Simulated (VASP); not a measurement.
Write the native input for VASP 6.6.1 that does the following.

- Task: dielectric tensor
- Functional: PBE
- Potentials or basis: VASP PAW PBE potentials, release 64 (K_sv, F)
- Cutoff: 600 eV
- k mesh: 14 × 14 × 14
- Occupations: gaussian, width 0.03 eV
- Spin: no spin polarisation
- Monkhorst-Pack mesh: yes
- Further INCAR settings: ALGO = Normal; EDIFF = 1e-08

The structure of KF (Carobbiite) lies in POSCAR:

```
KF                                      
1.0
    0.0000000000      2.7102011136      2.7102011136
    2.7102011136      0.0000000000      2.7102011136
    2.7102011136      2.7102011136     -0.0000000000
  K               F             
     1     1
Direct
     1.0000000000000000    1.0000000000000000    1.0000000000000000
     0.5000000000000000    0.5000000000000000    0.5000000000000000
```

These files were run (other wordings do the same):

INCAR

```
SYSTEM = KF
PREC = Accurate
ENCUT = 600
EDIFF = 1E-8
ISMEAR = 0
SIGMA = 0.03
LREAL = .FALSE.
LASPH = .TRUE.
NELM = 80
ALGO = Normal
ISIF = 2
LWAVE = .FALSE.
LCHARG = .FALSE.
GGA = PE
LEPSILON = .TRUE.
```

KPOINTS

```
regular mesh
0
Monkhorst
  14 14 14
  0 0 0
```

Potentials or basis: VASP PAW PBE potentials, release 64 (K_sv, F).

Command:

```sh
$ cat potpaw_PBE.64/K_sv/POTCAR potpaw_PBE.64/F/POTCAR > POTCAR
$ mpirun -np 1 vasp_std > vasp.out
```

It gave:

The electronic dielectric tensor (diagonal) is 1.96. The born charges (mean of the diagonal) is K +1.13; F -1.13 e.

It took 34 min on 1 thread of AMD EPYC 9R45 96-Core Processor (Zen 5), on a shared host, peak memory 1 GiB.
